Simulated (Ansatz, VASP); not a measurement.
Two plane-wave programs on Pb

INCAR

```
SYSTEM = Pb
ALGO     = Normal         ! electronic algorithm
EDIFF    = 1E-6           ! SCF threshold, eV
EDIFFG   = -0.04          ! ionic threshold
ENCUT    = 600            ! plane-wave cutoff, eV
GGA      = PE             ! functional
IBRION   = 2              ! ionic algorithm
ISIF     = 3              ! what is computed and relaxed
ISMEAR   = 0              ! smearing method
LASPH    = .True.         ! aspherical terms in the spheres
LCHARG   = .False.        ! write CHGCAR
LREAL    = .False.        ! projectors in reciprocal space
LWAVE    = .False.        ! write WAVECAR
NELM     = 100            ! most SCF steps
NSW      = 90             ! ionic steps
PREC     = Accurate       ! precision mode
SIGMA    = 0.1            ! smearing width, eV
```

File KPOINTS:

```
k-points
0
Gamma
  4 4 4
  0 0 0
```

The input POSCAR:

```
Pb
1.0
    4.6133336300      0.0000000000      0.0000000000
    0.0000000000      4.6133336300      0.0000000000
    0.0000000000      0.0000000000      4.6133336300
Pb
3
Direct
    0.5000000000      0.0000000000      0.0000000000
    0.0000000000      0.5000000000      0.0000000000
    0.0000000000      0.0000000000      0.5000000000
```

Input for Ansatz:

```yaml
crystal:
  lattice:
    - [4.61333363, 0.0, 0.0]
    - [0.0, 4.61333363, 0.0]
    - [0.0, 0.0, 4.61333363]
  atoms:
    - { symbol: Pb, position: [0.5, 0.0, 0.0] }
    - { symbol: Pb, position: [0.0, 0.5, 0.0] }
    - { symbol: Pb, position: [0.0, 0.0, 0.5] }
basis:
  ecutwfc: 420
kpoints:
  mp_grid: { grid: [4, 4, 4] }
hamiltonian:
  xc: pbe
scf:
  occupations: { method: gaussian, width: 0.1 }
  lower_state_search: "off"
output:
  forces: true
  stress: true
  eigenvalues: true
relax:
  adjacent_minimum: "off"
  f_tol: 0.04
  max_steps: 70
  cell: { stress_tol: 0.4 }
```

Alike in both runs: task relaxation of cell and atoms; functional PBE; k mesh 4 × 4 × 4; occupations gaussian, width 0.1 eV; no spin polarisation.

|  | VASP | Ansatz |
| --- | --- | --- |
| version | VASP 6.6.1 | Ansatz 0.2.0 |
| potentials or method | VASP PAW PBE potentials, release 64 (Pb_d) | scalar-relativistic, plane waves, PAW |
| plane-wave cutoff (eV) | 600 | 420 |
| valence electrons in the cell | 42 | 42 |

|  | VASP | Ansatz | Ansatz less VASP |
| --- | --- | --- | --- |
| gap on the k mesh at the Fermi level, each at its own relaxed structure (eV) | none | none | - |
| relaxed volume (Å³/atom) | 35.89 | 36.11 | +0.222 |
| relaxed cell length with the largest relative difference (Å) | 4.757 | 4.767 | +0.0098 |
| energy change over the relaxation (meV/atom) | -37 | -37 | -0.3 |

A gap of «none» marks a metal or a gap that the smearing closes.

Spin-orbit coupling is left out, which matters for the levels of Pb.
